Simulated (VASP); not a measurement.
# Settings for Ce: self-consistent run

Ce, Im-3m (no. 229), 1 atom in the cell. LDA; PAW potentials Ce (LDA set). VASP 6.6.1.

Wanted: energy within 0.2 meV/atom; Fermi level within 0.005 eV.

What the run is for: comparing ways to start; Accuracy asked: tight.

POSCAR:
```
Ce
1.0
   -1.9432985503      1.9432985503      1.9432985503
    1.9432985503     -1.9432985503      1.9432985503
    1.9432985503      1.9432985503     -1.9432985503
Ce
1
Direct
    0.0000000000      0.0000000000      0.0000000000
```

## How the run starts (with a second run first, the time holds both)

| How the run starts (with a second run first, the time holds both) | Energy less reference (meV/atom) | Fermi level (eV) | Time (s) |
|---|---|---|---|
| from scratch: 31 SCF iterations | 0.00 | 7.8827 | 35 |
| density of a coarse mesh (ICHARG 1): 29 + 15 SCF iterations | 0.00 | 7.8829 | 25 |
| orbitals of a lower cutoff (ISTART 1): 24 + 7 SCF iterations | 0.00 | 7.8830 | 27 |
| orbitals of a loose run: 16 + 13 SCF iterations | 0.00 | 7.8829 | 23 |

Chosen: orbitals of a loose run: 16 + 13 SCF iterations, the fastest of those that stay within the tolerance.

## All choices together

| Input | Energy less reference (meV/atom) | Fermi level (eV) | Time (s) |
|---|---|---|---|
| chosen settings | 0.00 | 7.8829 | 23 |
| reference settings throughout | 0.00 | 7.8827 | 35 |

The tolerance is met.

## The input

INCAR.step1:
```
SYSTEM = Ce
ALGO = Normal
EDIFF = 0.001
ENCUT = 400
GGA = CA
GGA_COMPAT = .False.
ISIF = 2
ISMEAR = 1
ISPIN = 2
LASPH = .True.
LCHARG = .True.
LMAXMIX = 6
LORBIT = 11
LREAL = .False.
LWAVE = .True.
MAGMOM = 1
NELM = 200
PREC = Normal
SIGMA = 0.1
```

INCAR.step2, as INCAR.step1 but for:
```
- EDIFF = 0.001
- LCHARG = .True.
- LWAVE = .True.
- PREC = Normal
+ EDIFF = 1E-6
+ ISTART = 1
+ LCHARG = .False.
+ LWAVE = .False.
+ PREC = Accurate
```

KPOINTS:
```
k-points
0
Gamma
  12 12 12
```

Commands (each step's output is kept before the next begins):
```
cat potpaw_LDA.64/Ce/POTCAR > POTCAR
cp INCAR.step1 INCAR
mpirun -np 1 vasp_std > vasp.out
cp INCAR.step2 INCAR
mpirun -np 1 vasp_std > vasp.out
```

The chosen input took VASP 6.6.1 23 s on 1 core (Intel Xeon 6975P-C (Granite Rapids)), a shared host.

## An input that fails: restart asked without its files

VASP's message: ERROR: charge density could not be read from file CHGCAR for ICHARG>10.

Changes against the starting input:
```
- NELM = 200
+ NELM = 60
+ ICHARG = 11
```
